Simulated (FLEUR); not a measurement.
# Sn (Im-3m) in FLEUR: convergence with lmax

Aim: find how far lmax must go before the results for Sn settle, at PBEsol. This setting moves, with any that are tied to it; all else stays.

Everything below comes from runs of FLEUR MaX-R8.1 (later development tree). Logs are shortened: lines on timing, memory, paths and dates and some standing lists are left out, and cuts for length are marked.

## 1. The structure

It takes space group Im-3m (No. 229, cubic). Conventional cell: a = 3.789 Å, b = 3.789 Å, c = 3.789 Å, α = 90.00°, β = 90.00°, γ = 90.00°. Sn (site symmetry m-3m) is surrounded by 8 Sn at 3.28 Å.

This isn't the form of Sn at room conditions, which is tetragonal (white tin).

## 2. With lmax 4

inp.xml reads:

```xml
<?xml version="1.0" encoding="UTF-8" standalone="no"?>
<fleurInput fleurInputVersion="0.39">
   <comment>
      Sn                                                                                                  
   </comment>
   <calculationSetup>
      <cutoffs Kmax="4.1" Gmax="12.7" GmaxXC="12.7" numbands="0"/>
      <scfLoop itmax="60" minDistance="0.00001" maxIterBroyd="15" imix="Anderson" alpha="0.05" precondParam="0.0" spinf="2.0" sdNocoIR="T"/>
      <coreElectrons ctail="T" frcor="F" kcrel="0" coretail_lmax="0"/>
      <xcFunctional name="PBEs" relativisticCorrections="F"/>
      <magnetism jspins="1"/>
      <soc l_soc="F" theta="0.0" phi="0.0" spav="F"/>
      <expertModes spex="0" secvar="F"/>
      <geometryOptimization l_f="T" forcealpha="1.0" forcemix="BFGS" epsdisp="0.0005" epsforce="0.0002"/>
      <ldaU l_linMix="F" mixParam="0.05" spinf="1.0"/>
   </calculationSetup>
   <cell>
      <bzIntegration valenceElectrons="22.0" mode="hist" fermiSmearingEnergy="0.00183747">
         <kPointListSelection listName="default-1"/>
         <!-- k-points included here -->
         <xi:include xmlns:xi="http://www.w3.org/2001/XInclude" href="kpts.xml"> </xi:include>
      </bzIntegration>
      <!-- symmetry operations included here -->
      <xi:include xmlns:xi="http://www.w3.org/2001/XInclude" href="sym.xml"> </xi:include>
      <bulkLattice scale="1.0">
         <bravaisMatrix>
            <row-1>   -3.5803730397631557     3.5803730397631557     3.5803730397631557</row-1>
            <row-2>    3.5803730397631557    -3.5803730397631557     3.5803730397631557</row-2>
            <row-3>    3.5803730397631557     3.5803730397631557    -3.5803730397631557</row-3>
         </bravaisMatrix>
      </bulkLattice>
   </cell>
   <atomSpecies>
      <species name="Tin (Sn)" element="Sn" atomicNumber="50">
         <mtSphere radius="2.66" gridPoints="879" logIncrement="0.015"/>
         <atomicCutoffs lmax="4" lnonsphr="3"/>
         <electronConfig flipSpins="F">
            <coreConfig>(1s1/2) (2s1/2) (2p1/2) (2p3/2) (3s1/2) (3p1/2) (3p3/2) (3d3/2) (3d5/2)</coreConfig>
            <valenceConfig>(4s1/2) (4p1/2) (4p3/2) (5s1/2) (4d3/2) (4d5/2) (5p1/2) (5p3/2)</valenceConfig>
            <stateOccupation state="(5p1/2)" spinUp="0.333333" spinDown="0.333333"/>
            <stateOccupation state="(5p3/2)" spinUp="0.666667" spinDown="0.666667"/>
         </electronConfig>
         <energyParameters s="5" p="5" d="4" f="4"/>
         <lo type="SCLO" l="0" n="4" eDeriv="0"/>
         <lo type="SCLO" l="1" n="4" eDeriv="0"/>
         <lo type="SCLO" l="1" n="4" eDeriv="1"/>
         <lo type="SCLO" l="2" n="4" eDeriv="2"/>
         <lo type="SCLO" l="3" n="4" eDeriv="2"/>
      </species>
   </atomSpecies>
   <atomGroups>
      <atomGroup species="Tin (Sn)">
         <relPos label="                   1">.0000000000 .0000000000 .0000000000</relPos>
         <force calculate="T" relaxXYZ="TTT"/>
      </atomGroup>
   </atomGroups>
   <output dos="F" band="F" slice="F">
      <checks vchk="F" cdinf="F"/>
      <bandDOS minEnergy="-.5*Htr" maxEnergy="0.5*Htr" sigma="0.015" storeEVData="T"/>
      <vacuumDOS vacdos="F" integ="F" star="F" nstars="0" locx1="0.0" locy1="0.0" locx2="0.0" locy2="0.0" nstm="0" tworkf="0.0"/>
      <unfoldingBand unfoldBand="F" supercellX="1" supercellY="1" supercellZ="1"/>
      <plotting iplot="0" polar="F">
         <plot TwoD="T" vec1="  1.0  0.0  0.0" vec2="  0.0  1.0  0.0" vec3="  0.0  0.0  1.0" zero="  0.0  0.0  0.0" file="plot"/>
      </plotting>
      <chargeDensitySlicing numkpt="0" minEigenval="0.0" maxEigenval="0.0" nnne="0" pallst="F"/>
      <specialOutput eonly="F"/>
      <moessbauerParams electricFieldGradient="T" isomerShift="T" coreHyperfine="T" valenceHyperfine="T"/>
      <magneticCircularDichroism mcd="F" energyLo="-10.0" energyUp="0.0"/>
   </output>
  <!-- We include the file relax.xml here to enable relaxations (see documentation) -->
  <xi:include xmlns:xi="http://www.w3.org/2001/XInclude" href="relax.xml"> <xi:fallback/> </xi:include>
</fleurInput>
```

crystal.txt reads:

```
Sn
&input cartesian=F /
-1.8946518192  1.8946518192  1.8946518192
1.8946518192  -1.8946518192  1.8946518192
1.8946518192  1.8946518192  -1.8946518192
1.8897261246
1.0 1.0 1.0

1
50 0.0000000000  0.0000000000  0.0000000000

&kpt div1=8 div2=8 div3=8 gamma=T /
```

Potentials or basis: all-electron, FLAPW.

Started as:

```bash
$ inpgen -f crystal.txt -profile fastHighL
$ # inp.xml edited to the form shown
$ fleur_MPI
```

Wall time 3.7 s (1 thread of Arm Neoverse V2, shared host); peak memory 0.05 GiB.

The run ended with an error.

## 3. With lmax 5

inp.xml, as its differences from that of step 2:

```diff
@@ -35,3 +35,3 @@
          <mtSphere radius="2.66" gridPoints="879" logIncrement="0.015"/>
-         <atomicCutoffs lmax="4" lnonsphr="3"/>
+         <atomicCutoffs lmax="5" lnonsphr="3"/>
          <electronConfig flipSpins="F">
```

crystal.txt is that of step 2.

Potentials or basis: all-electron, FLAPW.

Started as:

```bash
$ inpgen -f crystal.txt -profile fastHighL
$ # inp.xml edited to the form shown
$ fleur_MPI
```

It took 7.4 s on 1 thread of Arm Neoverse V2, shared host; peak memory 0.05 GiB.

Results:

```
Free energy                                           : -168067.0222 eV
Band gap on the k mesh                                : none (metal or under the smearing width)
Valence electrons inside the program's atomic spheres : Sn 20.18 (radii Sn 2.66 bohr)
```

## 4. With lmax 6

inp.xml, as its differences from that of step 3:

```diff
@@ -35,3 +35,3 @@
          <mtSphere radius="2.66" gridPoints="879" logIncrement="0.015"/>
-         <atomicCutoffs lmax="5" lnonsphr="3"/>
+         <atomicCutoffs lmax="6" lnonsphr="4"/>
          <electronConfig flipSpins="F">
```

crystal.txt is that of step 3.

Started as:

```bash
$ inpgen -f crystal.txt -profile fastHighL
$ # inp.xml edited to the form shown
$ fleur_MPI
```

Run time: 8.3 s. Hardware: 1 thread of Arm Neoverse V2, shared host; peak memory 0.05 GiB.

Results:

```yaml
Free_energy: -168067.0195 eV
Band_gap_on_the_k_mesh: none (metal or under the smearing width)
Valence_electrons_inside_the_program's_atomic_spheres: Sn 20.18 (radii Sn 2.66 bohr)
```

## 5. With lmax 7

inp.xml, as its differences from that of step 4:

```diff
@@ -35,3 +35,3 @@
          <mtSphere radius="2.66" gridPoints="879" logIncrement="0.015"/>
-         <atomicCutoffs lmax="6" lnonsphr="4"/>
+         <atomicCutoffs lmax="7" lnonsphr="5"/>
          <electronConfig flipSpins="F">
```

crystal.txt is that of step 4.

Started as:

```bash
$ inpgen -f crystal.txt -profile fastHighL
$ # inp.xml edited to the form shown
$ fleur_MPI
```

Run time: 8.4 s. Hardware: 1 thread of Arm Neoverse V2, shared host; peak memory 0.05 GiB.

What came out:

- Free energy: -168067.0204 eV
- Band gap on the k mesh: none (metal or under the smearing width)
- Valence electrons inside the program's atomic spheres: Sn 20.18 (radii Sn 2.66 bohr)

## 6. With lmax 8

inp.xml, as its differences from that of step 5:

```diff
@@ -35,3 +35,3 @@
          <mtSphere radius="2.66" gridPoints="879" logIncrement="0.015"/>
-         <atomicCutoffs lmax="7" lnonsphr="5"/>
+         <atomicCutoffs lmax="8" lnonsphr="6"/>
          <electronConfig flipSpins="F">
```

crystal.txt is that of step 5.

Potentials or basis: all-electron, FLAPW.

Started as:

```bash
$ inpgen -f crystal.txt -profile fastHighL
$ # inp.xml edited to the form shown
$ fleur_MPI
```

Run time: 10 s. Hardware: 1 thread of Arm Neoverse V2, shared host; peak memory 0.06 GiB.

Results:

- Free energy: -168067.0206 eV
- Band gap on the k mesh: none (metal or under the smearing width)
- Valence electrons inside the program's atomic spheres: Sn 20.18 (radii Sn 2.66 bohr)

## 7. With lmax 10

inp.xml, as its differences from that of step 6:

```diff
@@ -35,3 +35,3 @@
          <mtSphere radius="2.66" gridPoints="879" logIncrement="0.015"/>
-         <atomicCutoffs lmax="8" lnonsphr="6"/>
+         <atomicCutoffs lmax="10" lnonsphr="8"/>
          <electronConfig flipSpins="F">
```

crystal.txt is that of step 6.

Started as:

```bash
$ inpgen -f crystal.txt -profile fastHighL
$ # inp.xml edited to the form shown
$ fleur_MPI
```

Wall time 13 s (1 thread of Arm Neoverse V2, shared host); peak memory 0.07 GiB.

Results:

- Free energy: -168067.0207 eV
- Band gap on the k mesh: none (metal or under the smearing width)
- Valence electrons inside the program's atomic spheres: Sn 20.18 (radii Sn 2.66 bohr)

## 8. With lmax 12

inp.xml, as its differences from that of step 7:

```diff
@@ -35,3 +35,3 @@
          <mtSphere radius="2.66" gridPoints="879" logIncrement="0.015"/>
-         <atomicCutoffs lmax="10" lnonsphr="8"/>
+         <atomicCutoffs lmax="12" lnonsphr="8"/>
          <electronConfig flipSpins="F">
```

crystal.txt is that of step 7.

Potentials or basis: all-electron, FLAPW.

Started as:

```bash
$ inpgen -f crystal.txt -profile fastHighL
$ # inp.xml edited to the form shown
$ fleur_MPI
```

Output:

```text
Welcome to FLEUR        (www.flapw.de)
      MaX-Release 8.1          (www.max-centre.eu)

 ========== k-point set info ==========
 Selected k-point list: default-1
 k-point list type: mesh
 8 x 8 x 8
 Number of k points: 29

 ------------Calculation Setup---------------------------
 Number of MPI-tasks      :            1
 Number of PE/node        :            1
 Number of OMP-threads    :            1
 Most efficient MPI parallelization for:
           1          29
 Additional eigenvalue parallelization possible
 Number of basis functions:          271
 Approximate size of matrices (H+S) per k-point:         0.001 GB
 --------------------------------------------------------
 Iteration:     1   Distance:       4.29305268 me/bohr^3
 Iteration:     2   Distance:       4.00633893 me/bohr^3
 Iteration:     3   Distance:       1.43868675 me/bohr^3
 Iteration:     4   Distance:       0.12442778 me/bohr^3
 Iteration:     5   Distance:       0.10786469 me/bohr^3
 Iteration:     6   Distance:       0.01118807 me/bohr^3
 Iteration:     7   Distance:       0.00248595 me/bohr^3
 Iteration:     8   Distance:       0.00147570 me/bohr^3
 Iteration:     9   Distance:       0.00010469 me/bohr^3
 Iteration:    10   Distance:       0.00004976 me/bohr^3
 Iteration:    11   Distance:       0.00000625 me/bohr^3

 ********************************************************************
 Run finished successfully
 Stop message:
   Structural relaxation: Done
 ********************************************************************
```

out.xml (last iteration):

```text
<iteration numberForCurrentRun="   12" overallNumber="   12">
         <energyParameters units="Htr">
            <atomicEP atomType="1" spin="1" branch="5s" branchLowest="-4.47" branchHighest="0.67" value="0.0064715531"/>
            <atomicEP atomType="1" spin="1" branch="5p" branchLowest="-2.85" branchHighest="1.28" value="0.2292601145"/>
            <atomicEP atomType="1" spin="1" branch="4d" branchLowest="-16.94" branchHighest="-0.48" value="-0.4924811905"/>
            <atomicEP atomType="1" spin="1" branch="4f" branchLowest="-9.99" branchHighest="1.80" value="0.5852017939"/>
            <loAtomicEP atomType="1" spin="1" branch="4s" branchLowest="-30.57" branchHighest="-4.47" value="-4.4711225586"/>
            <loAtomicEP atomType="1" spin="1" branch="4p" branchLowest="-25.20" branchHighest="-2.85" value="-2.8560906295"/>
            <loAtomicEP atomType="1" spin="1" branch="4p" branchLowest="-25.20" branchHighest="-2.85" value="-2.8560906295"/>
            <loAtomicEP atomType="1" spin="1" branch="4d" branchLowest="-16.94" branchHighest="-0.48" value="-0.5052262264"/>
            <loAtomicEP atomType="1" spin="1" branch="4f" branchLowest="-9.99" branchHighest="1.80" value="0.5852034798"/>
         </energyParameters>
         <eigenvalues>
            <eigenvaluesAt spin="1" ikpt="1" k_x="0.00000000" k_y="0.00000000" k_z="0.00000000">
                      -4.4711282684       -2.8475313414       -2.8475313414       -2.8475313414       -0.5106475278
                      -0.5106475278       -0.5106475278       -0.5055149675       -0.5055149675       -0.1292250466
                       0.5703038073        0.5703038073        0.5703038073        0.7227579846        0.7227579846
                       0.7227579846        0.7493148758        0.7493148758
            </eigenvaluesAt>
            <eigenvaluesAt spin="1" ikpt="2" k_x="0.00000000" k_y="0.00000000" k_z="0.12500000">
                      -4.4711272823       -2.8475491717       -2.8475388879       -2.8475307706       -0.5108964227
                      -0.5102978218       -0.5094723281       -0.5057840871       -0.5055493216       -0.1167099862
                       0.4796193997        0.5293334986        0.5541568243        0.6535696307        0.6671184316
                       0.7096546122        0.7803533606        0.8075089003
            </eigenvaluesAt>
            <eigenvaluesAt spin="1" ikpt="3" k_x="0.00000000" k_y="0.00000000" k_z="0.25000000">
                      -4.4711248793       -2.8475919880       -2.8475568715       -2.8475293133       -0.5114928325
                      -0.5097411273       -0.5065936495       -0.5061918192       -0.5056262274       -0.0791388645
                       0.3333032124        0.4682300905        0.5182343359        0.6070454079        0.6201884214
                       0.7310235850        0.8055681017        0.9190770806
            </eigenvaluesAt>
            <eigenvaluesAt spin="1" ikpt="4" k_x="0.00000000" k_y="0.00000000" k_z="0.37500000">
                      -4.4711224721       -2.8476348838       -2.8475749162       -2.8475278784       -0.5120886137
                      -0.5098161014       -0.5060382759       -0.5057002885       -0.5036641927       -0.0176479735
[... 15 lines left out ...]
            <state n="1" l="0" j="0.5" energy="-1064.5727316390" weight="1.0000000000"/>
            <state n="2" l="0" j="0.5" energy="-160.3058227246" weight="1.0000000000"/>
            <state n="2" l="1" j="0.5" energy="-149.7317743565" weight="1.0000000000"/>
            <state n="2" l="1" j="1.5" energy="-141.2623874277" weight="2.0000000000"/>
            <state n="3" l="0" j="0.5" energy="-30.5734140867" weight="1.0000000000"/>
            <state n="3" l="1" j="0.5" energy="-26.2776970422" weight="1.0000000000"/>
            <state n="3" l="1" j="1.5" energy="-24.7311697747" weight="2.0000000000"/>
            <state n="3" l="2" j="1.5" energy="-17.1327928267" weight="2.0000000000"/>
            <state n="3" l="2" j="2.5" energy="-16.8134119630" weight="3.0000000000"/>
         </coreStates>
         <allElectronCharges>
            <spinDependentCharge spin="1" total="50.0000000" interstitial="1.8193803" mtSpheres="48.1806197"/>
            <totalCharge value="49.9999999999"/>
         </allElectronCharges>
         <moessbauerParams unitsHFF="kG" unitsIS="e/bohr^3" unitsEFG="Htr/bohr^2">
            <coreIsomerShift atomType="1" isTotal="193344.82785">
               <shell n="1" l="0" isomerShift="169102.89871"/>
               <shell n="2" l="0" isomerShift="19816.43972"/>
               <shell n="2" l="1" isomerShift="477.18305"/>
               <shell n="3" l="0" isomerShift="3848.21519"/>
               <shell n="3" l="1" isomerShift="100.09116"/>
               <shell n="3" l="2" isomerShift="0.00002"/>
            </coreIsomerShift>
            <isomerShift atomType="1" nucleusRadius="0.0001161" averageDensity="194200.02815"/>
            <electricFieldGradient atomType="1" VXX="0.00000" VYY="0.00000" VZZ="0.00000" asymParam="0.00000">
            </electricFieldGradient>
         </moessbauerParams>
         <totalEnergy                                    value="    -6176.3487549541" units="Htr">
            <sumOfEigenvalues                            value="    -3726.9666865815">
               <coreElectrons value="-3696.3087515921"/>
               <valenceElectrons value="-30.6579349894"/>
            </sumOfEigenvalues>
            <densityCoulombPotentialIntegral value="-10015.1570351604"/>
            <densityEffectivePotentialIntegral value="-10228.9061771034"/>
            <chargeDenXCDenIntegral value="-162.5776570297"/>
            <FockExchangeEnergyValence value="0.0000000000"/>
            <FockExchangeEnergyCore value="0.0000000000"/>
            <atomTypeDependentContributions atomType="1">
               <electronNucleiInteractionDifferentMTs value="7484.7651290290"/>
               <MadelungTerm value="-23.3669418371"/>
            </atomTypeDependentContributions>
            <tkbTimesEntropy value="0.0003342129"/>
            <freeEnergy value="-6176.3490891669"/>
            <extrapolationTo0K value="-6176.3489220605"/>
         </totalEnergy>
         <totalForcesOnRepresentativeAtoms units="Htr/bohr">
            <forceTotal atomType="1" x="0.000000" y="0.000000" z="0.000000" F_x="0.00000000" F_y="0.00000000" F_z="0.00000000"/>
         </totalForcesOnRepresentativeAtoms>
      </iteration>
```

It took 17 s on 1 thread of Arm Neoverse V2, shared host; peak memory 0.08 GiB.

What came out:

```
Free energy                                           : -168067.0207 eV
Band gap on the k mesh                                : none (metal or under the smearing width)
Valence electrons inside the program's atomic spheres : Sn 20.18 (radii Sn 2.66 bohr)
```

## 9. Result

| lmax | energy less the tightest run, at zero smearing (meV/atom) | SCF cycles | CPU time (s) | peak memory (GiB) |
| --- | --- | --- | --- | --- |
| 4 | crashed | - | - | - |
| 5 | -1.56 | 12 | 7.4 | 0.05 |
| 6 | 1.15 | 12 | 8.3 | 0.05 |
| 7 | 0.24 | 12 | 8.4 | 0.05 |
| 8 | 0.08 | 12 | 10 | 0.06 |
| 10 | -0.01 | 12 | 13 | 0.07 |
| 12 | 0.00 | 12 | 17 | 0.08 |

Against the tightest run, the energy stays within 1 meV/atom from 7 on. The tightest run that finished is the yardstick and may itself not be fully converged.
